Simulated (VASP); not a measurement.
BAs, 2 atoms in the cell. It takes space group Pm-3m (No. 221, cubic). The conventional cell has a = 2.934 Å, b = 2.934 Å, c = 2.934 Å, α = 90.00°, β = 90.00°, γ = 90.00°. B (site symmetry m-3m) has 8 As at 2.54 Å as nearest neighbours. Around As (site symmetry m-3m) lie 8 B at 2.54 Å. The cell was built by a generator and needn't be a form met in nature.

| Item | Value |
| --- | --- |
| Program | VASP 6.6.1 |
| Task | atomic charges |
| Functional | PBE |
| Potentials or basis | VASP PAW PBE potentials, release 64 (B, As) |
| Cutoff | 520 eV |
| k mesh | 9 × 9 × 9 |
| Occupations | gaussian, width 0.02 eV |
| Spin | no spin polarisation |
| Further INCAR settings | ALGO = Normal; EDIFF = 1e-06 |

Potentials or basis: VASP PAW PBE potentials, release 64 (B, As).

The run is started by

```bash
$ cat potpaw_PBE.64/B/POTCAR potpaw_PBE.64/As/POTCAR > POTCAR
$ mpirun -np 1 vasp_std > vasp.out
```

Hardware: 1 thread of Intel(R) Xeon(R) 6975P-C (Granite Rapids), on a shared host.

Problem. Estimate the wall time of this run.

Solution. Run time: 2.9 s on 1 thread of Intel(R) Xeon(R) 6975P-C (Granite Rapids), on a shared host, peak memory 0.13 GiB. Counts: scf iterations 11, k points 35.
